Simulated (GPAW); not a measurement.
Runs of GPAW 26.7.0 on BaF2 (Frankdicksonite). The structure is cubic, space group Fm-3m (No. 225). Conventional cell: a = 6.200 Å, b = 6.200 Å, c = 6.200 Å, α = 90.00°, β = 90.00°, γ = 90.00°. Ba (site symmetry m-3m) is surrounded by 8 F at 2.68 Å. F (site symmetry -43m) has 4 Ba at 2.68 Å as nearest neighbours. 

```tsv
task	level	potentials or basis	spin	band path	band points	spin axis theta (degrees)	spin axis phi (degrees)	eigensolver	gap on the mesh (eV)	pressure (GPa)	V0 of scaled cells (Å³/atom)	B0 (GPa)
equation of state	PBEsol	PAW data sets generated in the run's folder for this functional, pw	off	-	-	-	-	-	-	-	19.56	61
band structure	C09-vdW	GPAW PAW data sets (gpaw-data 1.2.1), pw	SOC, no magnetisation	GXWKGLUWLK,UX	60	90	0	-	6.65	-	-	-
band structure	revPBE	the program's PAW data sets (release 1.2.1) made for this functional, pw	SOC, no magnetisation	GXWKGLUWLK,UX	100	90	45	-	(c)	3.2	-	-
band structure	PBEsol	PAW data sets generated in the run's folder for this functional, pw	SOC, no magnetisation	GXWKGLUWLK,UX	80	0	0	-	6.64	-2.0	-	-
equation of state	BP86	PAW data sets generated in the run's folder for this functional, pw	off	-	-	-	-	-	-	-	20.47	53
band structure	r2SCAN	GPAW PAW data sets (gpaw-data 1.2.1), pw	SOC, no magnetisation	GXWKGLUWLK,UX	80	90	45	-	(b)	-0.6	-	-
band structure	TPSS	GPAW PAW data sets (gpaw-data 1.2.1), pw	SOC, no magnetisation	GXWKGLUWLK,UX	100	54.7	45	davidson	(a)	0.1	-	-
equation of state	optB88-vdW	GPAW PAW data sets (gpaw-data 1.2.1), pw	off	-	-	-	-	-	-	-	20.08	58
```

Alike in all rows: cell as given; k mesh 6 × 6 × 6; cutoff (eV) 800; smearing fermi-dirac 0.05 eV.

Problem. Fill in the values left out.

Solution. (a) 7.33; (b) 7.36; (c) 7.07.

Caveats: spin-orbit coupling was added after a scalar SCF, so levels and gaps hold it while energy, forces, pressure and moments don't (some runs); this program's spin-orbit splittings come out too wide for heavy elements (some runs); the PAW data sets were made with another functional, which shifts forces and pressure a little (some runs).

A k mesh can miss the band edges, and rows without SOC leave out spin-orbit coupling on Ba.

Runs at the PBE level aren't shown here.
